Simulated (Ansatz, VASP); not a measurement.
## Y: VASP beside Ansatz

```
Y
1.0
    -1.54925    1.54925    1.54925
     1.54925   -1.54925    1.54925
     1.54925    1.54925   -1.54925
Y
1
Direct
  0.00000 0.00000 0.00000
```

Change from the starting cell: volume scaled by 0.45, LAPW.

Alike in both runs: task single point; functional PBE; k mesh 13 × 13 × 13; occupations fermi-dirac, width 0.08 eV; no spin polarisation.

|  | VASP | Ansatz |
| --- | --- | --- |
| version | VASP 6.6.1 | Ansatz 0.2.0 |
| potentials or method | VASP PAW PBE potentials, release 64 (Y_sv), cutoff 520 eV | all-electron LAPW, scalar-relativistic |

VASP gave:

```
pressure (GPa) : 99.3
```

**Question.** What did Ansatz give for the same quantities?

**Answer.** Pressure (GPa): 99.0.

Ansatz ran all-electron here, so the differences hold the error of VASP's frozen core and of both bases.

Caveats: the cell as given lies far from equilibrium; so large a pressure means that the cell lies far from this level's equilibrium, or that cutoff or potentials fall short (VASP).
